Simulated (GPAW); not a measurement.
# Ga (P2_1/m) in GPAW: further runs, part 2 of 2

GPAW 26.7.0. The steps go on from the part before.

### 3 Relaxation of cell and atoms, PBEsol, target pressure 10 GPa, at which the enthalpy is minimised

run.py reads:

```python
from ase import Atoms
from ase.filters import FrechetCellFilter
from ase.io import write
from ase.optimize import BFGS
from ase.units import GPa
from gpaw import GPAW, PW, setup_paths

setup_paths.insert(0, '.')

atoms = Atoms(['Ga', 'Ga'],
              cell=[[2.7784220849, 0.0, 0.0],
                    [0.0, 3.28160879, 0.0],
                    [-1.3434310986, 0.0, 3.9902731763]],
              scaled_positions=[[0.13459627, 0.75, 0.77016683],
                                [0.86540373, 0.25, 0.22983317]],
              pbc=True)

calc = GPAW(mode=PW(600),
            xc='PBEsol',
            kpts={'size': (9, 7, 6), 'gamma': True},
            occupations={'name': 'fermi-dirac', 'width': 0.05},
            nbands=10,
            convergence={'density': 1e-05, 'forces': 0.0001},
            maxiter=150,
            txt='gpaw.txt')
atoms.calc = calc
opt = BFGS(FrechetCellFilter(atoms, scalar_pressure=10 * GPa), trajectory='relax.traj', logfile='-')
done = opt.run(fmax=0.02, steps=60)
calc.write('gs.gpw')
write('result.traj', atoms)
print('Converged:', done)
print('Cell:', atoms.cell.cellpar().round(4))
print('Volume:', round(atoms.get_volume(), 4))
print(atoms.get_scaled_positions().round(5))
```

Potentials or basis: PAW data sets generated in the run's folder for this functional, pw.

Started as:

```bash
$ gpaw-setup -f PBEsol Ga
$ OMP_NUM_THREADS=1 python run.py
```

Wall time 4 min (1 thread of Arm Neoverse V2, shared host); peak memory 0.33 GiB.

Results (log left out):

* Free energy: -6.5540 eV
* Relaxed volume: 16.14 Å³/atom
* Relaxed cell: a = 2.658 Å, b = 3.230 Å, c = 3.979 Å, α = 90.00°, β = 109.14°, γ = 90.00°
* Space group after relaxing (to 0.05 Å): Cmcm (No. 63)
* Energy change on relaxing (the enthalpy is what falls): +54.5 meV/atom
* Ionic steps: 13
* Pressure after relaxing: 10.0 GPa
* Largest force after relaxing: 0.011 eV/Å
* Band gap on the k mesh: none (metal or under the smearing width)

Forces in eV/Å, atoms in the order of the input:
```
Ga   0.007  0.000  0.008
Ga  -0.007  0.000 -0.008
```

The path:
| step | energy change (eV) | largest force (eV/Å) | pressure (GPa) | volume (Å³) |
| --- | --- | --- | --- | --- |
| 1 | 0.0000 | 0.0706 | 0.18 | 36.38 |
| 2 | 0.0040 | 0.0602 | 1.67 | 35.52 |
| 3 | 0.1611 | 0.0113 | 12.70 | 31.62 |
| 4 | 0.1028 | 0.0206 | 9.65 | 32.45 |
| 5 | 0.1087 | 0.0161 | 9.98 | 32.36 |
| 6 | 0.1107 | 0.0109 | 10.09 | 32.32 |
| 7 | 0.1154 | 0.0130 | 10.33 | 32.24 |
| 8 | 0.1197 | 0.0464 | 10.55 | 32.16 |
| 9 | 0.0949 | 0.0603 | 9.16 | 32.57 |
| 10 | 0.1065 | 0.0117 | 9.88 | 32.33 |
| 11 | 0.1071 | 0.0107 | 9.94 | 32.32 |
| 12 | 0.1078 | 0.0098 | 9.98 | 32.30 |
| 13 | 0.1089 | 0.0105 | 10.05 | 32.29 |

Final structure:
```cif
data_structure
_symmetry_space_group_name_H-M 'P 1'
_symmetry_Int_Tables_number 1
_cell_length_a 2.6584
_cell_length_b 3.2304
_cell_length_c 3.9794
_cell_angle_alpha 90.000
_cell_angle_beta 109.139
_cell_angle_gamma 90.000
_cell_volume 32.29
loop_
_atom_site_label
_atom_site_type_symbol
_atom_site_fract_x
_atom_site_fract_y
_atom_site_fract_z
_atom_site_occupancy
Ga1 Ga 0.13476 0.75000 0.76732 1
Ga2 Ga 0.86524 0.25000 0.23268 1
```

Levels at points of the mesh, in eV from the Fermi level:
```
           k point  band 1  band 2  band 3  band 4  band 5  band 6
(0.00, 0.00, 0.00)  -12.37   -2.11   -0.73    1.25    5.30   10.44
(0.00, 0.00, 0.50)  -10.04   -9.21    3.92    4.89    6.34    6.67
```

Caveat: later steps reuse the first step's grids.

### 4 Relaxation of cell and atoms, PBEsol, target pressure 20 GPa, at which the enthalpy is minimised

run.py: that of step 3 with these lines changed.

```diff
@@ -26,3 +26,3 @@
 atoms.calc = calc
-opt = BFGS(FrechetCellFilter(atoms, scalar_pressure=10 * GPa), trajectory='relax.traj', logfile='-')
+opt = BFGS(FrechetCellFilter(atoms, scalar_pressure=20 * GPa), trajectory='relax.traj', logfile='-')
 done = opt.run(fmax=0.02, steps=60)
```

Started as:

```bash
$ gpaw-setup -f PBEsol Ga
$ OMP_NUM_THREADS=1 python run.py
```

It took 4.7 min on 1 thread of Arm Neoverse V2, shared host; peak memory 0.32 GiB.

It converged, with:

```yaml
Free_energy: -6.3347 eV
Relaxed_volume: 14.95 Å³/atom
Relaxed_cell: a = 2.588 Å, b = 3.143 Å, c = 3.898 Å, α = 90.00°, β = 109.38°, γ = 90.00°
Space_group_after_relaxing_to_0.05_Å: Cmcm (No. 63)
Energy_change_on_relaxing_the_enthalpy_is_what_falls: +164.0 meV/atom
Ionic_steps: 15
Pressure_after_relaxing: 20.1 GPa
Largest_force_after_relaxing: 0.014 eV/Å
Band_gap_on_the_k_mesh: none (metal or under the smearing width)
```

Forces in eV/Å, atoms in the order of the input:
```
Ga  -0.006  0.000 -0.013
Ga   0.006  0.000  0.013
```

Stress tensor (GPa, compression positive):
```
20.13  0.00  0.13
 0.00 20.11  0.00
 0.13  0.00 20.01
```

The path:
| step | energy change (eV) | largest force (eV/Å) | pressure (GPa) | volume (Å³) |
| --- | --- | --- | --- | --- |
| 1 | 0.0000 | 0.0706 | 0.18 | 36.38 |
| 2 | 0.0173 | 0.0700 | 3.41 | 34.67 |
| 3 | 0.5229 | 0.0844 | 27.45 | 28.65 |
| 4 | 0.3039 | 0.0666 | 19.01 | 30.17 |
| 5 | 0.3265 | 0.0550 | 19.92 | 29.98 |
| 6 | 0.3329 | 0.0394 | 20.17 | 29.93 |
| 7 | 0.3437 | 0.0251 | 20.55 | 29.83 |
| 8 | 0.3478 | 0.0829 | 20.65 | 29.79 |
| 9 | 0.3449 | 0.1121 | 20.55 | 29.80 |
| 10 | 0.3344 | 0.0853 | 20.13 | 29.88 |
| 11 | 0.3167 | 0.0313 | 19.48 | 30.01 |
| 12 | 0.3116 | 0.0199 | 19.35 | 30.04 |
| 13 | 0.3187 | 0.0366 | 19.69 | 29.98 |
| 14 | 0.3262 | 0.0258 | 20.01 | 29.92 |
| 15 | 0.3279 | 0.0140 | 20.08 | 29.91 |

Final structure:
```xyz
2
Lattice="2.5877 0.0000 -0.0148 0.0000 3.1427 0.0000 -1.2723 0.0000 3.6846" Properties=species:S:1:pos:R:3 pbc="T T T"
Ga   -0.6265    2.3570    2.8252
Ga    1.9420    0.7857    0.8447
```

Levels at points of the mesh, in eV from the Fermi level:
| k point | band 1 | band 2 | band 3 | band 4 | band 5 | band 6 |
| --- | --- | --- | --- | --- | --- | --- |
| (0.00, 0.00, 0.00) | -13.10 | -2.44 | -0.55 | 1.27 | 5.48 | 11.07 |
| (0.00, 0.00, 0.50) | -10.64 | -9.77 | 4.12 | 5.16 | 6.77 | 7.12 |

Caveat: later steps reuse the first step's grids; the volume moved by over 15 % at a fixed basis, so the end points are rough.

### 5 Relaxation of cell and atoms, PBEsol, target pressure 30 GPa, at which the enthalpy is minimised

run.py: that of step 4 with these lines changed.

```diff
@@ -26,3 +26,3 @@
 atoms.calc = calc
-opt = BFGS(FrechetCellFilter(atoms, scalar_pressure=20 * GPa), trajectory='relax.traj', logfile='-')
+opt = BFGS(FrechetCellFilter(atoms, scalar_pressure=30 * GPa), trajectory='relax.traj', logfile='-')
 done = opt.run(fmax=0.02, steps=60)
```

Started as:

```bash
$ gpaw-setup -f PBEsol Ga
$ OMP_NUM_THREADS=1 python run.py
```

It took 5.7 min on 1 thread of Arm Neoverse V2, shared host; peak memory 0.31 GiB.

The run converged. Its results:

| Item | Value |
| --- | --- |
| Free energy | -6.0792 eV |
| Relaxed volume | 14.13 Å³/atom |
| Relaxed cell | a = 2.537 Å, b = 3.079 Å, c = 3.835 Å, α = 90.00°, β = 109.40°, γ = 90.00° |
| Space group after relaxing (to 0.05 Å) | Cmcm (No. 63) |
| Energy change on relaxing (the enthalpy is what falls) | +291.5 meV/atom |
| Ionic steps | 19 |
| Pressure after relaxing | 29.9 GPa |
| Largest force after relaxing | 0.008 eV/Å |
| Band gap on the k mesh | none (metal or under the smearing width) |

Forces on the atoms (eV/Å):
```
Ga  -0.001  0.000  0.008
Ga   0.001  0.000 -0.008
```

Stress tensor (GPa, compression positive):
```
29.84  0.00  0.03
 0.00 29.92  0.00
 0.03  0.00 29.94
```

The path:
```tsv
step	energy change (eV)	largest force (eV/Å)	pressure (GPa)	volume (Å³)
1	0.0000	0.0706	0.18	36.38
2	0.0401	0.0846	5.45	33.84
3	0.9457	0.1564	42.36	26.68
4	0.5408	0.1082	28.09	28.54
5	0.5884	0.0905	29.82	28.27
6	0.6020	0.0644	30.30	28.20
7	0.6202	0.0248	30.90	28.09
8	0.6163	0.0599	30.72	28.10
9	0.6017	0.0584	30.17	28.18
10	0.5928	0.0356	29.86	28.22
11	0.5862	0.0054	29.64	28.26
12	0.5819	0.0621	29.55	28.28
13	0.5838	0.0950	29.71	28.26
14	0.5911	0.0882	30.08	28.22
15	0.6001	0.0350	30.50	28.17
16	0.5980	0.0194	30.43	28.18
17	0.5886	0.0326	30.10	28.22
18	0.5836	0.0229	29.92	28.25
19	0.5829	0.0084	29.90	28.25
```

Final structure:
```xyz
2
Lattice="2.5367 -0.0001 -0.0167 -0.0001 3.0789 0.0000 -1.2499 0.0000 3.6257" Properties=species:S:1:pos:R:3 pbc="T T T"
Ga   -0.6199    2.3092    2.7773
Ga    1.9066    0.7697    0.8317
```

Levels at points of the mesh, in eV from the Fermi level:
| k point | band 1 | band 2 | band 3 | band 4 | band 5 | band 6 |
| --- | --- | --- | --- | --- | --- | --- |
| (0.00, 0.00, 0.00) | -13.69 | -2.72 | -0.45 | 1.28 | 5.61 | 11.54 |
| (0.00, 0.00, 0.50) | -11.13 | -10.25 | 4.27 | 5.32 | 7.09 | 7.44 |

Caveat: later steps reuse the first step's grids; the volume moved by over 15 % at a fixed basis, so the end points are rough.

### 6 Summary

| cell | target pressure | gap on the mesh (eV) | pressure (GPa) | largest force (eV/Å) |
| --- | --- | --- | --- | --- |
| relaxed to 5 GPa | 5 GPa | none | 5.0 | 0.01 |
| relaxed to 10 GPa | 10 GPa | none | 10.0 | 0.01 |
| relaxed to 20 GPa | 20 GPa | none | 20.1 | 0.01 |
| relaxed to 30 GPa | 30 GPa | none | 29.9 | 0.01 |

Alike in all rows: task relaxation of cell and atoms; level PBEsol; potentials or basis PAW data sets generated in the run's folder for this functional, pw; no spin polarisation; k mesh 9 × 7 × 6; cutoff (eV) 600; smearing fermi-dirac 0.05 eV.

Caveats: later steps reuse the first step's grids; the volume moved by over 15 % at a fixed basis, so the end points are rough (some runs).

Total energies depend on the potentials used, so only differences within one code and one set of settings carry meaning.
